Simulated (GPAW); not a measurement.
Runs of GPAW 26.7.0 on HfB2. The structure is hexagonal, space group P6/mmm (No. 191). Conventional cell: a = 3.140 Å, b = 3.140 Å, c = 3.480 Å, α = 90.00°, β = 90.00°, γ = 120.00°. Around Hf (site symmetry 6/mmm) lie 12 B at 2.51 Å. B (site symmetry -6m2) has 3 B at 1.81 Å as nearest neighbours. 

```csv
task,level,potentials or basis,U,cell,band path,band points,optimizer,fmax,max steps,gap on the mesh (eV),pressure (GPa),relaxed volume (Å³/atom)
band structure,PBE+U,"GPAW PAW data sets (gpaw-data 1.2.1), pw",Hf d U = 3 eV,as given,"GMKGALHA,LM,KH",60,-,-,-,-,10.8,-
relaxation of cell and atoms,PBEsol+D3(BJ),"PAW data sets generated in the run's folder for this functional, pw",-,relaxed,-,-,BFGS,0.02 eV/Å,60,none,-0.1,9.56
relaxation of cell and atoms,r2SCAN,"GPAW PAW data sets (gpaw-data 1.2.1), pw",-,relaxed,-,-,BFGS,0.01 eV/Å,60,none,0.0,(b)
relaxation of cell and atoms,PBEsol,"PAW data sets generated in the run's folder for this functional, pw",-,relaxed,-,-,BFGS,0.02 eV/Å,60,none,0.0,9.77
relaxation of cell and atoms,PBEsol+D3,"PAW data sets generated in the run's folder for this functional, pw",-,relaxed,-,-,BFGS,0.02 eV/Å,60,none,-0.1,9.66
relaxation of cell and atoms,PBEsol+D3(BJ)+ATM,"PAW data sets generated in the run's folder for this functional, pw",-,relaxed,-,-,BFGS,0.02 eV/Å,60,none,-0.2,(a)
relaxation of cell and atoms,PBEsol+D4,"PAW data sets generated in the run's folder for this functional, pw",-,relaxed,-,-,BFGS,0.02 eV/Å,60,none,-0.1,9.65
```

Alike in all rows: no spin polarisation; k mesh 7 × 7 × 6; cutoff (eV) 800; smearing fermi-dirac 0.05 eV.

Problem. Estimate the missing entries.

Solution. (a) 9.60; (b) 9.92.

Caveats: later steps reuse the first step's grids (some runs); pairwise dispersion overbinds metals, which lowers pressure and volume (some runs); spin-orbit coupling is left out, which moves the levels of the heavy elements (some runs); U without spin polarisation on a metal has little footing (some runs); the U is typed as a test and isn't derived for this compound (some runs); the PAW data sets were made with another functional, which shifts forces and pressure a little (some runs).

A k mesh can miss the band edges, and the runs leave out spin-orbit coupling on Hf.

A gap of «none» marks a metal or a gap under the smearing width.
